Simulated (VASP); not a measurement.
Write the native input for VASP 6.6.1 that does the following.

| Property | Result |
| --- | --- |
| Task | band structure |
| Functional | PBE |
| Dispersion | D3(BJ) |
| Potentials or basis | VASP PAW PBE potentials, release 64 (Se) |
| Cutoff | 520 eV |
| k mesh | 9 × 9 × 6 |
| Occupations | gaussian, width 0.03 eV |
| Spin | no spin polarisation |
| Further INCAR settings | ALGO = Normal; EDIFF = 1e-06; NBANDS = 16 |

The structure of Se lies in POSCAR:

```
Se                                      
1.0
    4.0646724091      0.0000000000      0.0000000000
   -2.0323362046      3.5201095660      0.0000000000
    0.0000000000      0.0000000000      5.1336898780
  Se            
     3
Direct
     0.2477491649870700    0.0000000000000000    0.3333333300000021
     0.0000000000000000    0.2477491649870700    0.6666666699999979
     0.7522508350129300    0.7522508350129300    0.0000000000000000
```

One way to write it, as run:

INCAR

```
SYSTEM = Se
ALGO = Normal
EDIFF = 1E-6
ENCUT = 520
GGA = PE
ICORELEVEL = 1
ISIF = 2
ISMEAR = 0
IVDW = 12
LASPH = .True.
LCHARG = .False.
LREAL = .False.
LWAVE = .False.
NBANDS = 16
NELM = 80
PREC = Accurate
SIGMA = 0.03
```

KPOINTS

```
k-points
0
Gamma
  9 9 6
  0 0 0
```

KPOINTS_OPT

```
explicit points
96
Reciprocal
 0.0000000000  0.0000000000  0.0000000000 1
 0.0555555556  0.0000000000  0.0000000000 1
 0.1111111111  0.0000000000  0.0000000000 1
 0.1666666667  0.0000000000  0.0000000000 1
 0.2222222222  0.0000000000  0.0000000000 1
 0.2777777778  0.0000000000  0.0000000000 1
 0.3333333333  0.0000000000  0.0000000000 1
 0.3888888889  0.0000000000  0.0000000000 1
 0.4444444444  0.0000000000  0.0000000000 1
 0.5000000000  0.0000000000  0.0000000000 1
 0.5000000000  0.0000000000  0.0000000000 1
 0.4814814815  0.0370370370  0.0000000000 1
 0.4629629630  0.0740740741  0.0000000000 1
 0.4444444444  0.1111111111  0.0000000000 1
 0.4259259259  0.1481481481  0.0000000000 1
 0.4074074074  0.1851851852  0.0000000000 1
 0.3888888889  0.2222222222  0.0000000000 1
 0.3703703703  0.2592592592  0.0000000000 1
 0.3518518518  0.2962962963  0.0000000000 1
 0.3333333333  0.3333333333  0.0000000000 1
 0.3333333333  0.3333333333  0.0000000000 1
 0.2962962963  0.2962962963  0.0000000000 1
 0.2592592592  0.2592592592  0.0000000000 1
 0.2222222222  0.2222222222  0.0000000000 1
 0.1851851852  0.1851851852  0.0000000000 1
 0.1481481481  0.1481481481  0.0000000000 1
 0.1111111111  0.1111111111  0.0000000000 1
 0.0740740741  0.0740740741  0.0000000000 1
 0.0370370370  0.0370370370  0.0000000000 1
 0.0000000000  0.0000000000  0.0000000000 1
 0.0000000000  0.0000000000  0.0000000000 1
 0.0000000000  0.0000000000  0.0555555556 1
 0.0000000000  0.0000000000  0.1111111111 1
 0.0000000000  0.0000000000  0.1666666667 1
 0.0000000000  0.0000000000  0.2222222222 1
 0.0000000000  0.0000000000  0.2777777778 1
 0.0000000000  0.0000000000  0.3333333333 1
 0.0000000000  0.0000000000  0.3888888889 1
 0.0000000000  0.0000000000  0.4444444444 1
 0.0000000000  0.0000000000  0.5000000000 1
 0.0000000000  0.0000000000  0.5000000000 1
 0.0555555556  0.0000000000  0.5000000000 1
 0.1111111111  0.0000000000  0.5000000000 1
 0.1666666667  0.0000000000  0.5000000000 1
 0.2222222222  0.0000000000  0.5000000000 1
 0.2777777778  0.0000000000  0.5000000000 1
 0.3333333333  0.0000000000  0.5000000000 1
 0.3888888889  0.0000000000  0.5000000000 1
 0.4444444444  0.0000000000  0.5000000000 1
 0.5000000000  0.0000000000  0.5000000000 1
 0.5000000000  0.0000000000  0.5000000000 1
 0.4814814815  0.0370370370  0.5000000000 1
 0.4629629630  0.0740740741  0.5000000000 1
 0.4444444444  0.1111111111  0.5000000000 1
 0.4259259259  0.1481481481  0.5000000000 1
 0.4074074074  0.1851851852  0.5000000000 1
 0.3888888889  0.2222222222  0.5000000000 1
 0.3703703703  0.2592592592  0.5000000000 1
 0.3518518518  0.2962962963  0.5000000000 1
 0.3333333333  0.3333333333  0.5000000000 1
 0.3333333333  0.3333333333  0.5000000000 1
 0.2962962963  0.2962962963  0.5000000000 1
 0.2592592592  0.2592592592  0.5000000000 1
 0.2222222222  0.2222222222  0.5000000000 1
 0.1851851852  0.1851851852  0.5000000000 1
 0.1481481481  0.1481481481  0.5000000000 1
 0.1111111111  0.1111111111  0.5000000000 1
 0.0740740741  0.0740740741  0.5000000000 1
 0.0370370370  0.0370370370  0.5000000000 1
 0.0000000000  0.0000000000  0.5000000000 1
 0.5000000000  0.0000000000  0.5000000000 1
 0.5000000000  0.0000000000  0.4444444444 1
 0.5000000000  0.0000000000  0.3888888889 1
 0.5000000000  0.0000000000  0.3333333333 1
 0.5000000000  0.0000000000  0.2777777778 1
 0.5000000000  0.0000000000  0.2222222222 1
 0.5000000000  0.0000000000  0.1666666667 1
 0.5000000000  0.0000000000  0.1111111111 1
 0.5000000000  0.0000000000  0.0555555556 1
 0.5000000000  0.0000000000  0.0000000000 1
 0.3333333333  0.3333333333  0.0000000000 1
 0.3333333333  0.3333333333  0.0555555556 1
 0.3333333333  0.3333333333  0.1111111111 1
 0.3333333333  0.3333333333  0.1666666667 1
 0.3333333333  0.3333333333  0.2222222222 1
 0.3333333333  0.3333333333  0.2777777778 1
 0.3333333333  0.3333333333  0.3333333333 1
 0.3333333333  0.3333333333  0.3888888889 1
 0.3333333333  0.3333333333  0.4444444444 1
 0.3333333333  0.3333333333  0.5000000000 1
 0.0000000000  0.0000000000  0.0000000000 1
 0.0000000000  0.0000000000  0.5000000000 1
 0.3333333333  0.3333333333  0.5000000000 1
 0.3333333333  0.3333333333  0.0000000000 1
 0.5000000000  0.0000000000  0.5000000000 1
 0.5000000000  0.0000000000  0.0000000000 1
```

Potentials or basis: VASP PAW PBE potentials, release 64 (Se).

The run is started by

```console
$ cat potpaw_PBE.64/Se/POTCAR > POTCAR
$ mpirun -np 1 vasp_std > vasp.out
```

Results of the run:

The pressure is 0.0 GPa and the largest force is 0.003 eV/Å. The band gap on the k mesh is 0.51 eV, direct, the band gap along the path is 0.45 eV, indirect (least direct gap 0.51 eV) and the dispersion energy per atom is -0.356 eV.

Run time: 50 s on 1 thread of Intel(R) Xeon(R) 6975P-C (Granite Rapids), on a shared host, peak memory 0.25 GiB.
